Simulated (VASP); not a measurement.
# In (P6_3/mmc) in VASP: further runs, part 2 of 6

VASP 6.6.1. The steps go on from the part before.

### Step 10. Equation of state, PBE, 25.74 Å³/atom

Contents of INCAR:

```
SYSTEM = In
  PREC = Accurate
  ENCUT = 400
  EDIFF = 1E-6
  ISMEAR = 1
  SIGMA = 0.2
  LREAL = .FALSE.
  LASPH = .TRUE.
  NELM = 100
  ALGO = Normal
  ISIF = 2
  LWAVE = .FALSE.
  LCHARG = .FALSE.
  GGA = PE
  ADDGRID = .FALSE.
```

Contents of KPOINTS:

```
regular mesh
0
G
  3 3 2
  0 0 0
```

Contents of POSCAR:

```
In
1.0
    3.3017907129      0.0000000000      0.0000000000
   -1.6508953564      2.8594346354      0.0000000000
    0.0000000000      0.0000000000      5.4534912068
In
2
Direct
    0.6666666667      0.3333333333      0.7500000000
    0.3333333333      0.6666666667      0.2500000000
```

Command:

```console
cat potpaw_PBE.64/In_d/POTCAR > POTCAR
mpirun -np 1 vasp_std > vasp.out
```

Wall time 5.2 s (1 thread of Intel Xeon 6975P-C (Granite Rapids), shared host); peak memory 0.14 GiB.

The run converged, but some of its settings lie outside the range that counts as converged, so its numbers aren't taken as properties of the crystal.

What came out:

| Property | Result |
| --- | --- |
| Free energy | -4.6817 eV |
| Pressure | 2.3 GPa |
| Band gap on the k mesh | none (metal or under the smearing width) |

Caveat: the k mesh is coarse (spacing up to 0.73 Å⁻¹), so the values aren't converged.

### Step 11. Equation of state, PBE, 27.34 Å³/atom

INCAR is that of step 10.

KPOINTS is that of step 10.

Contents of POSCAR:

```
In
1.0
    3.3685115317      0.0000000000      0.0000000000
   -1.6842557658      2.9172165594      0.0000000000
    0.0000000000      0.0000000000      5.5636924371
In
2
Direct
    0.6666666667      0.3333333333      0.7500000000
    0.3333333333      0.6666666667      0.2500000000
```

Command:

```console
cat potpaw_PBE.64/In_d/POTCAR > POTCAR
mpirun -np 1 vasp_std > vasp.out
```

It took 3 s on 1 thread of Intel Xeon 6975P-C (Granite Rapids), shared host; peak memory 0.14 GiB.

These settings aren't checked as converged: the numbers below hold their error.

What came out:

```
Free energy            : -4.7040 eV
Pressure               : -0.2 GPa
Band gap on the k mesh : none (metal or under the smearing width)
```

Caveat: the k mesh is coarse (spacing up to 0.72 Å⁻¹), so the values aren't converged.

### Step 12. Equation of state, PBE, 25.74 Å³/atom

Changes to INCAR since step 11:

```diff
@@ -2,3 +2,3 @@
   PREC = Accurate
-  ENCUT = 400
+  ENCUT = 500
   EDIFF = 1E-6
```

KPOINTS is that of step 11.

Contents of POSCAR:

```
In
1.0
    3.3017907129      0.0000000000      0.0000000000
   -1.6508953564      2.8594346354      0.0000000000
    0.0000000000      0.0000000000      5.4534912068
In
2
Direct
    0.6666666667      0.3333333333      0.7500000000
    0.3333333333      0.6666666667      0.2500000000
```

Potentials or basis: VASP PAW PBE potentials, release 64 (In_d).

Command:

```console
cat potpaw_PBE.64/In_d/POTCAR > POTCAR
mpirun -np 1 vasp_std > vasp.out
```

Wall time 5.8 s (1 thread of Intel Xeon 6975P-C (Granite Rapids), shared host); peak memory 0.15 GiB.

The run converged, but some of its settings lie outside the range that counts as converged, so its numbers aren't taken as properties of the crystal.

Results:

```yaml
Free_energy: -4.6817 eV
Pressure: 2.4 GPa
Band_gap_on_the_k_mesh: none (metal or under the smearing width)
```

Caveat: the k mesh is coarse (spacing up to 0.73 Å⁻¹), so the values aren't converged.

### Step 13. Equation of state, PBE, 27.34 Å³/atom

INCAR is that of step 12.

KPOINTS is that of step 12.

Contents of POSCAR:

```
In
1.0
    3.3685115317      0.0000000000      0.0000000000
   -1.6842557658      2.9172165594      0.0000000000
    0.0000000000      0.0000000000      5.5636924371
In
2
Direct
    0.6666666667      0.3333333333      0.7500000000
    0.3333333333      0.6666666667      0.2500000000
```

Command:

```console
cat potpaw_PBE.64/In_d/POTCAR > POTCAR
mpirun -np 1 vasp_std > vasp.out
```

It took 8 s on 1 thread of Intel Xeon 6975P-C (Granite Rapids), shared host; peak memory 0.17 GiB.

These settings aren't checked as converged: the numbers below hold their error.

Results:

```
Free energy            : -4.7039 eV
Pressure               : -0.2 GPa
Band gap on the k mesh : none (metal or under the smearing width)
```

Caveat: the k mesh is coarse (spacing up to 0.72 Å⁻¹), so the values aren't converged.

### Step 14. Equation of state, PBE, 25.74 Å³/atom

Changes to INCAR since step 13:

```diff
@@ -2,3 +2,3 @@
   PREC = Accurate
-  ENCUT = 500
+  ENCUT = 200
   EDIFF = 1E-6
```

Contents of KPOINTS:

```
regular mesh
0
G
  5 5 3
  0 0 0
```

Contents of POSCAR:

```
In
1.0
    3.3017907129      0.0000000000      0.0000000000
   -1.6508953564      2.8594346354      0.0000000000
    0.0000000000      0.0000000000      5.4534912068
In
2
Direct
    0.6666666667      0.3333333333      0.7500000000
    0.3333333333      0.6666666667      0.2500000000
```

Command:

```console
cat potpaw_PBE.64/In_d/POTCAR > POTCAR
mpirun -np 1 vasp_std > vasp.out
```

Wall time 2.3 s (1 thread of Intel Xeon 6975P-C (Granite Rapids), shared host); peak memory 0.12 GiB.

The run converged, but a check on its numbers failed (symmetry, net force, bounds or a known fault of this set-up), so they aren't taken as properties of the crystal.

Caveat: the k mesh is coarse (spacing up to 0.44 Å⁻¹), so the values aren't converged; the cutoff lies under the usual one of these potentials, so the numbers hold a large basis-set error.

### Step 15. Equation of state, PBE, 27.34 Å³/atom

INCAR is that of step 14.

KPOINTS is that of step 14.

Contents of POSCAR:

```
In
1.0
    3.3685115317      0.0000000000      0.0000000000
   -1.6842557658      2.9172165594      0.0000000000
    0.0000000000      0.0000000000      5.5636924371
In
2
Direct
    0.6666666667      0.3333333333      0.7500000000
    0.3333333333      0.6666666667      0.2500000000
```

Potentials or basis: VASP PAW PBE potentials, release 64 (In_d).

Command:

```console
cat potpaw_PBE.64/In_d/POTCAR > POTCAR
mpirun -np 1 vasp_std > vasp.out
```

Run time: 2.7 s. Hardware: 1 thread of Intel Xeon 6975P-C (Granite Rapids), shared host; peak memory 0.12 GiB.

The run converged, but a check on its numbers failed (symmetry, net force, bounds or a known fault of this set-up), so they aren't taken as properties of the crystal.

Caveat: the k mesh is coarse (spacing up to 0.43 Å⁻¹), so the values aren't converged; the cutoff lies under the usual one of these potentials, so the numbers hold a large basis-set error.

### Step 16. Equation of state, PBE, 25.74 Å³/atom

Changes to INCAR since step 15:

```diff
@@ -2,3 +2,3 @@
   PREC = Accurate
-  ENCUT = 200
+  ENCUT = 600
   EDIFF = 1E-6
```

Contents of KPOINTS:

```
regular mesh
0
G
  3 3 2
  0 0 0
```

Contents of POSCAR:

```
In
1.0
    3.3017907129      0.0000000000      0.0000000000
   -1.6508953564      2.8594346354      0.0000000000
    0.0000000000      0.0000000000      5.4534912068
In
2
Direct
    0.6666666667      0.3333333333      0.7500000000
    0.3333333333      0.6666666667      0.2500000000
```

Command:

```console
cat potpaw_PBE.64/In_d/POTCAR > POTCAR
mpirun -np 1 vasp_std > vasp.out
```

It took 5.6 s on 1 thread of Intel Xeon 6975P-C (Granite Rapids), shared host; peak memory 0.17 GiB.

The run converged, but some of its settings lie outside the range that counts as converged, so its numbers aren't taken as properties of the crystal.

What came out:

```yaml
Free_energy: -4.6816 eV
Pressure: 2.4 GPa
Band_gap_on_the_k_mesh: none (metal or under the smearing width)
```

Caveat: the k mesh is coarse (spacing up to 0.73 Å⁻¹), so the values aren't converged.

### Step 17. Equation of state, PBE, 27.34 Å³/atom

INCAR is that of step 16.

KPOINTS is that of step 16.

Contents of POSCAR:

```
In
1.0
    3.3685115317      0.0000000000      0.0000000000
   -1.6842557658      2.9172165594      0.0000000000
    0.0000000000      0.0000000000      5.5636924371
In
2
Direct
    0.6666666667      0.3333333333      0.7500000000
    0.3333333333      0.6666666667      0.2500000000
```

Command:

```console
cat potpaw_PBE.64/In_d/POTCAR > POTCAR
mpirun -np 1 vasp_std > vasp.out
```

Wall time 7.6 s (1 thread of Intel Xeon 6975P-C (Granite Rapids), shared host); peak memory 0.17 GiB.

The run converged, but some of its settings lie outside the range that counts as converged, so its numbers aren't taken as properties of the crystal.

Results:

* Free energy: -4.7037 eV
* Pressure: -0.1 GPa
* Band gap on the k mesh: none (metal or under the smearing width)

Caveat: the k mesh is coarse (spacing up to 0.72 Å⁻¹), so the values aren't converged.

### Step 18. Equation of state, PBE, 25.74 Å³/atom

Changes to INCAR since step 17:

```diff
@@ -2,3 +2,3 @@
   PREC = Accurate
-  ENCUT = 600
+  ENCUT = 250
   EDIFF = 1E-6
```

Contents of KPOINTS:

```
regular mesh
0
G
  5 5 3
  0 0 0
```

Contents of POSCAR:

```
In
1.0
    3.3017907129      0.0000000000      0.0000000000
   -1.6508953564      2.8594346354      0.0000000000
    0.0000000000      0.0000000000      5.4534912068
In
2
Direct
    0.6666666667      0.3333333333      0.7500000000
    0.3333333333      0.6666666667      0.2500000000
```

Potentials or basis: VASP PAW PBE potentials, release 64 (In_d).

Command:

```console
cat potpaw_PBE.64/In_d/POTCAR > POTCAR
mpirun -np 1 vasp_std > vasp.out
```

Wall time 2.8 s (1 thread of Intel Xeon 6975P-C (Granite Rapids), shared host); peak memory 0.12 GiB.

These settings aren't checked as converged: the numbers below hold their error.

What came out:

```
Free energy            : -5.1098 eV
Band gap on the k mesh : none (metal or under the smearing width)
```

Caveat: the k mesh is coarse (spacing up to 0.44 Å⁻¹), so the values aren't converged; the cutoff is under 1.25 times the usual one of these potentials, so pressure, stress and relaxed cells hold a basis-set (Pulay) error.

### Step 19. Equation of state, PBE, 27.34 Å³/atom

INCAR is that of step 18.

KPOINTS is that of step 18.

Contents of POSCAR:

```
In
1.0
    3.3685115317      0.0000000000      0.0000000000
   -1.6842557658      2.9172165594      0.0000000000
    0.0000000000      0.0000000000      5.5636924371
In
2
Direct
    0.6666666667      0.3333333333      0.7500000000
    0.3333333333      0.6666666667      0.2500000000
```

Command:

```console
cat potpaw_PBE.64/In_d/POTCAR > POTCAR
mpirun -np 1 vasp_std > vasp.out
```

Run time: 2.8 s. Hardware: 1 thread of Intel Xeon 6975P-C (Granite Rapids), shared host; peak memory 0.12 GiB.

The run converged, but some of its settings lie outside the range that counts as converged, so its numbers aren't taken as properties of the crystal.

What came out:

```
Free energy            : -5.1365 eV
Band gap on the k mesh : none (metal or under the smearing width)
```

Caveat: the k mesh is coarse (spacing up to 0.43 Å⁻¹), so the values aren't converged; the cutoff is under 1.25 times the usual one of these potentials, so pressure, stress and relaxed cells hold a basis-set (Pulay) error.

### Step 20. Equation of state, PBE, 25.74 Å³/atom

Changes to INCAR since step 19:

```diff
@@ -2,3 +2,3 @@
   PREC = Accurate
-  ENCUT = 250
+  ENCUT = 350
   EDIFF = 1E-6
```

KPOINTS is that of step 19.

Contents of POSCAR:

```
In
1.0
    3.3017907129      0.0000000000      0.0000000000
   -1.6508953564      2.8594346354      0.0000000000
    0.0000000000      0.0000000000      5.4534912068
In
2
Direct
    0.6666666667      0.3333333333      0.7500000000
    0.3333333333      0.6666666667      0.2500000000
```

Command:

```console
cat potpaw_PBE.64/In_d/POTCAR > POTCAR
mpirun -np 1 vasp_std > vasp.out
```

It took 3.2 s on 1 thread of Intel Xeon 6975P-C (Granite Rapids), shared host; peak memory 0.13 GiB.

These settings aren't checked as converged: the numbers below hold their error.

Results:

```yaml
Free_energy: -5.1073 eV
Pressure: 2.1 GPa
Band_gap_on_the_k_mesh: none (metal or under the smearing width)
```

Caveat: the k mesh is coarse (spacing up to 0.44 Å⁻¹), so the values aren't converged.

### Step 21. Equation of state, PBE, 27.34 Å³/atom

INCAR is that of step 20.

KPOINTS is that of step 20.

Contents of POSCAR:

```
In
1.0
    3.3685115317      0.0000000000      0.0000000000
   -1.6842557658      2.9172165594      0.0000000000
    0.0000000000      0.0000000000      5.5636924371
In
2
Direct
    0.6666666667      0.3333333333      0.7500000000
    0.3333333333      0.6666666667      0.2500000000
```

Potentials or basis: VASP PAW PBE potentials, release 64 (In_d).

Command:

```console
cat potpaw_PBE.64/In_d/POTCAR > POTCAR
mpirun -np 1 vasp_std > vasp.out
```

It took 3.4 s on 1 thread of Intel Xeon 6975P-C (Granite Rapids), shared host; peak memory 0.15 GiB.

These settings aren't checked as converged: the numbers below hold their error.

Results:

```
Free energy            : -5.1336 eV
Pressure               : -0.4 GPa
Band gap on the k mesh : none (metal or under the smearing width)
```

Caveat: the k mesh is coarse (spacing up to 0.43 Å⁻¹), so the values aren't converged.

### Step 22. Equation of state, PBE, 25.74 Å³/atom

Changes to INCAR since step 21:

```diff
@@ -2,3 +2,3 @@
   PREC = Accurate
-  ENCUT = 350
+  ENCUT = 400
   EDIFF = 1E-6
```

KPOINTS is that of step 21.

Contents of POSCAR:

```
In
1.0
    3.3017907129      0.0000000000      0.0000000000
   -1.6508953564      2.8594346354      0.0000000000
    0.0000000000      0.0000000000      5.4534912068
In
2
Direct
    0.6666666667      0.3333333333      0.7500000000
    0.3333333333      0.6666666667      0.2500000000
```

Command:

```console
cat potpaw_PBE.64/In_d/POTCAR > POTCAR
mpirun -np 1 vasp_std > vasp.out
```

Run time: 3.7 s. Hardware: 1 thread of Intel Xeon 6975P-C (Granite Rapids), shared host; peak memory 0.14 GiB.

The run converged, but some of its settings lie outside the range that counts as converged, so its numbers aren't taken as properties of the crystal.

What came out:

| Item | Value |
| --- | --- |
| Free energy | -5.1096 eV |
| Pressure | 2.6 GPa |
| Band gap on the k mesh | none (metal or under the smearing width) |

Caveat: the k mesh is coarse (spacing up to 0.44 Å⁻¹), so the values aren't converged.

### Step 23. Equation of state, PBE, 27.34 Å³/atom

INCAR is that of step 22.

KPOINTS is that of step 22.

Contents of POSCAR:

```
In
1.0
    3.3685115317      0.0000000000      0.0000000000
   -1.6842557658      2.9172165594      0.0000000000
    0.0000000000      0.0000000000      5.5636924371
In
2
Direct
    0.6666666667      0.3333333333      0.7500000000
    0.3333333333      0.6666666667      0.2500000000
```

Command:

```console
cat potpaw_PBE.64/In_d/POTCAR > POTCAR
mpirun -np 1 vasp_std > vasp.out
```

Wall time 3.5 s (1 thread of Intel Xeon 6975P-C (Granite Rapids), shared host); peak memory 0.14 GiB.

The run converged, but some of its settings lie outside the range that counts as converged, so its numbers aren't taken as properties of the crystal.

Results:

```
Free energy            : -5.1358 eV
Pressure               : 0.0 GPa
Band gap on the k mesh : none (metal or under the smearing width)
```

Caveat: the k mesh is coarse (spacing up to 0.43 Å⁻¹), so the values aren't converged.

### Step 24. Equation of state, PBE, 25.74 Å³/atom

Changes to INCAR since step 23:

```diff
@@ -2,3 +2,3 @@
   PREC = Accurate
-  ENCUT = 400
+  ENCUT = 200
   EDIFF = 1E-6
```

Contents of KPOINTS:

```
regular mesh
0
G
  8 8 4
  0 0 0
```

Contents of POSCAR:

```
In
1.0
    3.3017907129      0.0000000000      0.0000000000
   -1.6508953564      2.8594346354      0.0000000000
    0.0000000000      0.0000000000      5.4534912068
In
2
Direct
    0.6666666667      0.3333333333      0.7500000000
    0.3333333333      0.6666666667      0.2500000000
```

Potentials or basis: VASP PAW PBE potentials, release 64 (In_d).

Command:

```console
cat potpaw_PBE.64/In_d/POTCAR > POTCAR
mpirun -np 1 vasp_std > vasp.out
```

Run time: 3 s. Hardware: 1 thread of Intel Xeon 6975P-C (Granite Rapids), shared host; peak memory 0.12 GiB.

The run converged, but a check on its numbers failed (symmetry, net force, bounds or a known fault of this set-up), so they aren't taken as properties of the crystal.

Caveat: the cutoff lies under the usual one of these potentials, so the numbers hold a large basis-set error.

### Step 25. Equation of state, PBE, 27.34 Å³/atom

INCAR is that of step 24.

KPOINTS is that of step 24.

Contents of POSCAR:

```
In
1.0
    3.3685115317      0.0000000000      0.0000000000
   -1.6842557658      2.9172165594      0.0000000000
    0.0000000000      0.0000000000      5.5636924371
In
2
Direct
    0.6666666667      0.3333333333      0.7500000000
    0.3333333333      0.6666666667      0.2500000000
```

Command:

```console
cat potpaw_PBE.64/In_d/POTCAR > POTCAR
mpirun -np 1 vasp_std > vasp.out
```

Run time: 3.1 s. Hardware: 1 thread of Intel Xeon 6975P-C (Granite Rapids), shared host; peak memory 0.12 GiB.

The run converged, but a check on its numbers failed (symmetry, net force, bounds or a known fault of this set-up), so they aren't taken as properties of the crystal.

Caveat: the cutoff lies under the usual one of these potentials, so the numbers hold a large basis-set error.

### Step 26. Equation of state, PBE, 25.74 Å³/atom

Changes to INCAR since step 25:

```diff
@@ -2,3 +2,3 @@
   PREC = Accurate
-  ENCUT = 200
+  ENCUT = 500
   EDIFF = 1E-6
```

Contents of KPOINTS:

```
regular mesh
0
G
  5 5 3
  0 0 0
```

Contents of POSCAR:

```
In
1.0
    3.3017907129      0.0000000000      0.0000000000
   -1.6508953564      2.8594346354      0.0000000000
    0.0000000000      0.0000000000      5.4534912068
In
2
Direct
    0.6666666667      0.3333333333      0.7500000000
    0.3333333333      0.6666666667      0.2500000000
```

Command:

```console
cat potpaw_PBE.64/In_d/POTCAR > POTCAR
mpirun -np 1 vasp_std > vasp.out
```

Run time: 3.8 s. Hardware: 1 thread of Intel Xeon 6975P-C (Granite Rapids), shared host; peak memory 0.15 GiB.

The run converged, but some of its settings lie outside the range that counts as converged, so its numbers aren't taken as properties of the crystal.

What came out:

```
Free energy            : -5.1096 eV
Pressure               : 2.6 GPa
Band gap on the k mesh : none (metal or under the smearing width)
```

Caveat: the k mesh is coarse (spacing up to 0.44 Å⁻¹), so the values aren't converged.

### Step 27. Equation of state, PBE, 27.34 Å³/atom

INCAR is that of step 26.

KPOINTS is that of step 26.

Contents of POSCAR:

```
In
1.0
    3.3685115317      0.0000000000      0.0000000000
   -1.6842557658      2.9172165594      0.0000000000
    0.0000000000      0.0000000000      5.5636924371
In
2
Direct
    0.6666666667      0.3333333333      0.7500000000
    0.3333333333      0.6666666667      0.2500000000
```

Potentials or basis: VASP PAW PBE potentials, release 64 (In_d).

Command:

```console
cat potpaw_PBE.64/In_d/POTCAR > POTCAR
mpirun -np 1 vasp_std > vasp.out
```

Run time: 5.8 s. Hardware: 1 thread of Intel Xeon 6975P-C (Granite Rapids), shared host; peak memory 0.17 GiB.

The run converged, but some of its settings lie outside the range that counts as converged, so its numbers aren't taken as properties of the crystal.

Results:

| Quantity | Value |
| --- | --- |
| Free energy | -5.1358 eV |
| Pressure | 0.0 GPa |
| Band gap on the k mesh | none (metal or under the smearing width) |

Caveat: the k mesh is coarse (spacing up to 0.43 Å⁻¹), so the values aren't converged.

### Step 28. Equation of state, PBE, 25.74 Å³/atom

Changes to INCAR since step 27:

```diff
@@ -2,3 +2,3 @@
   PREC = Accurate
-  ENCUT = 500
+  ENCUT = 250
   EDIFF = 1E-6
```

Contents of KPOINTS:

```
regular mesh
0
G
  8 8 4
  0 0 0
```

Contents of POSCAR:

```
In
1.0
    3.3017907129      0.0000000000      0.0000000000
   -1.6508953564      2.8594346354      0.0000000000
    0.0000000000      0.0000000000      5.4534912068
In
2
Direct
    0.6666666667      0.3333333333      0.7500000000
    0.3333333333      0.6666666667      0.2500000000
```

Command:

```console
cat potpaw_PBE.64/In_d/POTCAR > POTCAR
mpirun -np 1 vasp_std > vasp.out
```

Run time: 4.3 s. Hardware: 1 thread of Intel Xeon 6975P-C (Granite Rapids), shared host; peak memory 0.13 GiB.

The run converged, but some of its settings lie outside the range that counts as converged, so its numbers aren't taken as properties of the crystal.

What came out:

```yaml
Free_energy: -4.9877 eV
Band_gap_on_the_k_mesh: none (metal or under the smearing width)
```

Caveat: the cutoff is under 1.25 times the usual one of these potentials, so pressure, stress and relaxed cells hold a basis-set (Pulay) error.

### Step 29. Equation of state, PBE, 27.34 Å³/atom

INCAR is that of step 28.

KPOINTS is that of step 28.

Contents of POSCAR:

```
In
1.0
    3.3685115317      0.0000000000      0.0000000000
   -1.6842557658      2.9172165594      0.0000000000
    0.0000000000      0.0000000000      5.5636924371
In
2
Direct
    0.6666666667      0.3333333333      0.7500000000
    0.3333333333      0.6666666667      0.2500000000
```

Command:

```console
cat potpaw_PBE.64/In_d/POTCAR > POTCAR
mpirun -np 1 vasp_std > vasp.out
```

Wall time 4.8 s (1 thread of Intel Xeon 6975P-C (Granite Rapids), shared host); peak memory 0.13 GiB.

These settings aren't checked as converged: the numbers below hold their error.

Results:

```yaml
Free_energy: -5.0200 eV
Band_gap_on_the_k_mesh: none (metal or under the smearing width)
```

Caveat: the cutoff is under 1.25 times the usual one of these potentials, so pressure, stress and relaxed cells hold a basis-set (Pulay) error.

(Continued in part 3 of 6.)
